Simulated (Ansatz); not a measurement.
# TiSi2 (Fddd) in Ansatz: a series of runs, part 2 of 2

Ansatz 0.2.0. The steps go on from the part before.

## (5) Relaxation of cell and atoms, PBE

The input, input.yaml:

```yaml
crystal:
  lattice:
    - [0.0, 4.1175163063, 4.2628978354]
    - [2.3895119538, 0.0, 4.2628978354]
    - [2.3895119538, 4.1175163063, 0.0]
  atoms:
    - { symbol: Ti, position: [0.75, 0.75, 0.75] }
    - { symbol: Ti, position: [0.5, 0.5, 0.5] }
    - { symbol: Si, position: [0.41256561, 0.08743439, 0.41256561] }
    - { symbol: Si, position: [0.08743439, 0.41256561, 0.08743439] }
    - { symbol: Si, position: [0.16256561, 0.83743439, 0.16256561] }
    - { symbol: Si, position: [0.83743439, 0.16256561, 0.83743439] }
hamiltonian:
  xc: pbe
  pseudopotentials: { kind: paw }
kpoints:
  mp_grid: { grid: [7, 7, 7] }
scf:
  occupations: { method: fermi_dirac, width: 0.05 }
output:
  forces: true
  stress: true
  eigenvalues: true
relax:
  f_tol: 0.01
  max_steps: 40
  cell: { stress_tol: 0.05 }
```

Potentials or basis: Ansatz PAW.

Command:

```
$ ansatz run input.yaml --threads 2 --pin off --max-ram 5632MiB --backend cpu --events-out ev --progress --plain --runs-dir out
```

Standard output:

```text
Warning: RAYON_NUM_THREADS=2 ignored (pool sized by the plan → 2); use --threads N
Engine: ansatz 0.2.0, aarch64-unknown-linux-gnu
Pseudopotentials: kind: paw
Pseudopotential: Ti, paw, valence charge 12, recommended cutoff 420 eV (normal), Ti.paw.azcp
Pseudopotential: Si, paw, valence charge 4, recommended cutoff 420 eV (normal), Si.paw.azcp
Functional definition: PBE
  parameter kappa = 0.804
  parameter beta = 0.06672455060314922
[... 123 lines left out ...]
  k-point 1: bands = ["-43.8255", "-43.8006", "-20.2056", "-20.1997", "-20.1239", "-20.1035", "-20.0937", "-20.0829", "0.1435", "5.4888", "5.9087", "6.9618", "7.8163", "8.6264", "9.1484", "9.7113", "10.2935", "10.4097", "11.1888", "11.2807", "11.5310", "14.2829", "15.3485", "15.4149", "15.5971", "15.7391"]
  k-point 2: bands = ["-43.8229", "-43.8031", "-20.2100", "-20.1906", "-20.1389", "-20.1022", "-20.0915", "-20.0822", "0.7510", "4.5855", "5.0830", "6.8014", "7.6305", "8.3547", "9.4086", "9.9028", "10.7069", "11.1396", "11.3761", "11.7104", "12.3006", "13.7697", "14.9232", "15.0182", "15.2166", "15.2549"]
  k-point 63: bands = ["-43.8136", "-43.8123", "-20.1845", "-20.1779", "-20.1476", "-20.1384", "-20.0864", "-20.0828", "1.9562", "1.9900", "5.9359", "6.9289", "7.8811", "9.2052", "9.4151", "9.8984", "10.7884", "11.0046", "11.4426", "11.4799", "13.3280", "13.3976", "14.4839", "15.0274", "15.4094", "15.5769"]
--- Relaxed structure (4 steps of the walk, 4 accepted, 1 SCFs on fresh bases) ---
  F+E_penalty+E_count = -7545.92206952 eV   max|allowed force component| = 1.209e-3 eV/Å   (the final SCF, on the basis selected at the relaxed cell)
  cell:  # Å, volume = 84.9988 Å³
    - [-2.77904406402638e-18, 4.123664533170933, 4.28901522139076]
    - [2.402934248336386, 9.97872165316827e-34, 4.28901522139076]
    - [2.402934248336386, 4.123664533170933, -1.5577570158926715e-18]
  atoms:
    - { symbol: Ti, position: [0.7499999999999999, 0.7500000000000001, 0.75] }
    - { symbol: Ti, position: [0.5, 0.5, 0.5] }
    - { symbol: Si, position: [0.4127754594698493, 0.08722454053015072, 0.4127754594698494] }
    - { symbol: Si, position: [0.0872245405301505, 0.4127754594698495, 0.08722454053015061] }
    - { symbol: Si, position: [0.1627754594698494, 0.8372245405301506, 0.1627754594698494] }
    - { symbol: Si, position: [0.8372245405301504, 0.16277545946984961, 0.8372245405301504] }
```

Wall time 25 s (2 threads of Arm Neoverse V2, shared host); peak memory 0.44 GiB.

Results:

* Free energy: -7545.9221 eV
* Relaxed volume: 14.17 Å³/atom
* Relaxed cell: a = 5.950 Å, b = 4.916 Å, c = 4.773 Å, α = 75.75°, β = 53.21°, γ = 51.03°
* Space group after relaxing (to 0.05 Å): Fddd (No. 70)
* Energy gained by relaxing: 1.4 meV/atom
* Ionic steps: 5
* Pressure after relaxing: 0.0 GPa
* Band gap on the k mesh: none (metal or under the smearing width)

The path:
| step | energy change (eV) | largest force (eV/Å) | volume (Å³) |
| --- | --- | --- | --- |
| 1 | 0.0000 | 0.0204 | 83.88 |
| 2 | -0.0082 | 0.0090 | 84.99 |
| 3 | -0.0084 | 0.0003 | 85.03 |
| 4 | -0.0085 | 0.0012 | 85.00 |
| 5 | -0.0087 | 0.0012 | 85.00 |

Final structure:
```
CELL_PARAMETERS angstrom
0.00000 4.12366 4.28902
2.40293 0.00000 4.28902
2.40293 4.12366 0.00000
ATOMIC_POSITIONS crystal
Ti 0.75000 0.75000 0.75000
Ti 0.50000 0.50000 0.50000
Si 0.41278 0.08722 0.41278
Si 0.08722 0.41278 0.08722
Si 0.16278 0.83722 0.16278
Si 0.83722 0.16278 0.83722
```

Caveat: the plane-wave basis is chosen anew once the cell has moved, so the energies of steps on either side of that aren't comparable.

## (6) Relaxation of cell and atoms, LDA

Edit input.yaml of step 5 so:

```diff
@@ -13,3 +13,3 @@
 hamiltonian:
-  xc: pbe
+  xc: lda
   pseudopotentials: { kind: paw }
```

Potentials or basis: Ansatz PAW.

Command:

```
$ ansatz run input.yaml --threads 2 --pin off --max-ram 5632MiB --backend cpu --events-out ev --progress --plain --runs-dir out
```

Wall time 43 s (2 threads of Arm Neoverse V2, shared host); peak memory 0.43 GiB.

It converged, with:

```yaml
Free_energy: -7339.2143 eV
Relaxed_volume: 13.49 Å³/atom
Relaxed_cell: a = 5.855 Å, b = 4.841 Å, c = 4.692 Å, α = 75.76°, β = 53.27°, γ = 50.96°
Space_group_after_relaxing_to_0.05_Å: Fddd (No. 70)
Energy_gained_by_relaxing: 8.5 meV/atom
Ionic_steps: 9
Pressure_after_relaxing: 0.0 GPa
Band_gap_on_the_k_mesh: none (metal or under the smearing width)
```

The path:
```
step  energy change (eV)  largest force (eV/Å)  volume (Å³)
   1              0.0000                0.0644        83.88
   2             -0.0480                0.0135        80.55
   3             -0.0517                0.0220        80.96
   4             -0.0519                0.0166        80.96
   5             -0.0519                0.0033        80.97
   6             -0.0520                0.0019        80.96
   7             -0.0511                0.0018        80.96
   8             -0.0511                0.0000        80.94
   9             -0.0511                0.0000        80.94
```

Final structure:
```cif
data_structure
_symmetry_space_group_name_H-M 'P 1'
_symmetry_Int_Tables_number 1
_cell_length_a 5.8546
_cell_length_b 4.8413
_cell_length_c 4.6916
_cell_angle_alpha 75.762
_cell_angle_beta 53.275
_cell_angle_gamma 50.963
_cell_volume 80.94
loop_
_atom_site_label
_atom_site_type_symbol
_atom_site_fract_x
_atom_site_fract_y
_atom_site_fract_z
_atom_site_occupancy
Ti1 Ti 0.75000 0.75000 0.75000 1
Ti2 Ti 0.50000 0.50000 0.50000 1
Si1 Si 0.41403 0.08597 0.41403 1
Si2 Si 0.08597 0.41403 0.08597 1
Si3 Si 0.16403 0.83597 0.16403 1
Si4 Si 0.83597 0.16403 0.83597 1
```

Levels at points of the mesh, in eV from the Fermi level:
| k point | band 17 | band 18 | band 19 | band 20 | band 21 | band 22 | band 23 | band 24 |
| --- | --- | --- | --- | --- | --- | --- | --- | --- |
| (0.00, 0.00, 0.00) | -2.31 | -1.96 | -1.71 | -1.33 | -0.95 | 2.11 | 3.26 | 3.54 |

Caveat: the plane-wave basis is chosen anew once the cell has moved, so the energies of steps on either side of that aren't comparable; the PAW data sets come from PBE, with cores solved anew for the run's functional, which leaves a small shift of forces and pressure.

## (7) The runs side by side

```tsv
task	level	U	cell	smearing	hubbard projectors	double counting	gap on the mesh (eV)	pressure (GPa)	relaxed volume (Å³/atom)
relaxation of cell and atoms	PBEsol+U	Ti d U = 6 eV	relaxed	fermi-dirac 0.05 eV	ortho-atomic (the default)	fll (the default)	none	0.0	14.40
relaxation of cell and atoms	PBEsol+U	Ti d U = 8 eV	relaxed	fermi-dirac 0.05 eV	ortho-atomic (the default)	fll (the default)	none	0.0	15.28
single point	PBE	-	as given	gaussian 0.011 eV	-	-	none	2.1	-
relaxation of cell and atoms	PBE	-	relaxed	fermi-dirac 0.05 eV	-	-	none	0.0	14.17
relaxation of cell and atoms	LDA	-	relaxed	fermi-dirac 0.05 eV	-	-	none	0.0	13.49
```

Alike in all rows: potentials or basis Ansatz PAW; no spin polarisation; k mesh 7 × 7 × 7; cutoff (eV) 420.

Caveats: the plane-wave basis is chosen anew once the cell has moved, so the energies of steps on either side of that aren't comparable (some runs); the PAW data sets come from PBE, with cores solved anew for the run's functional, which leaves a small shift of forces and pressure (some runs); U without spin polarisation on a metal has little footing (some runs); the U is typed as a test and isn't derived for this compound (some runs).

Absolute energies hang on the potentials; compare differences alone.
